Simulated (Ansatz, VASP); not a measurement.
**MgS (Niningerite): VASP beside Ansatz**

POSCAR

```
MgS
1.0
    0.0000000000      2.6526756995      2.6526756995
    2.6526756995      0.0000000000      2.6526756995
    2.6526756995      2.6526756995      0.0000000000
Mg S
1 1
Direct
    0.0000000000      0.0000000000      0.0000000000
    0.5000000000      0.5000000000      0.5000000000
```

INCAR.step1

```
SYSTEM = MgS
  ALGO = Normal
  EDIFF = 1E-4
  ENCUT = 520
  GGA = PE
  ISMEAR = 0
  LASPH = .TRUE.
  LCHARG = .FALSE.
  LREAL = .FALSE.
  LWAVE = .TRUE.
  NBANDS = 11
  NELM = 80
  PREC = Accurate
  SIGMA = 0.02
```

File INCAR.step2:

```
SYSTEM = MgS
  ALGO = Normal
  EDIFF = 1E-6
  ENCUT = 520
  ISIF = 2
  ISMEAR = 0
  ISTART = 1
  LASPH = .TRUE.
  LCHARG = .TRUE.
  LELF = .TRUE.
  LMIXTAU = .TRUE.
  LREAL = .FALSE.
  LVHAR = .TRUE.
  LWAVE = .FALSE.
  METAGGA = R2SCAN
  NBANDS = 11
  NELM = 80
  PREC = Accurate
  SIGMA = 0.02
```

The input KPOINTS:

```
k-points
0
G
  8 8 8
  0 0 0
```

Input for Ansatz:

```yaml
crystal:
  lattice:
    - [0.0, 2.6526756995, 2.6526756995]
    - [2.6526756995, 0.0, 2.6526756995]
    - [2.6526756995, 2.6526756995, 0.0]
  atoms:
    - { symbol: Mg, position: [0.0, 0.0, 0.0] }
    - { symbol: S, position: [0.5, 0.5, 0.5] }
basis:
  ecutwfc: 500
kpoints:
  mp_grid: { grid: [8, 8, 8] }
hamiltonian:
  xc: r2scan
scf:
  occupations: { method: gaussian, width: 0.02 }
output:
  forces: true
  stress: true
  eigenvalues: true
  write_density: true
  write_potential: true
  elf: true
  volumetric_format: npy
```

Alike in both runs: task single point; functional r2SCAN; k mesh 8 × 8 × 8; occupations gaussian, width 0.02 eV; no spin polarisation.

```csv
,VASP,Ansatz
version,VASP 6.6.1,Ansatz 0.2.0
potentials or method,"VASP PAW PBE potentials, release 64 (Mg, S)","scalar-relativistic, plane waves, PAW"
plane-wave cutoff (eV),520,500
valence electrons in the cell,8,16
```

VASP gave:

- gap on the k mesh at the Fermi level (eV): 3.30
- least direct gap on the mesh (eV): 4.14
- pressure (GPa): -4.6

**Question.** Estimate Ansatz's values.

**Answer.** gap on the k mesh at the Fermi level (eV): 3.34; least direct gap on the mesh (eV): 4.17; pressure (GPa): -4.1.

The functional is the same, so the differences come from potentials, cutoffs and numerics. The two sets of potentials don't hold the same shells in valence.

Caveats: the PAW data sets were made with another functional, which shifts forces and pressure a little (VASP). A k mesh can miss the band edges. r2SCAN opens gaps a little over a GGA but as a rule still falls short of measured ones.
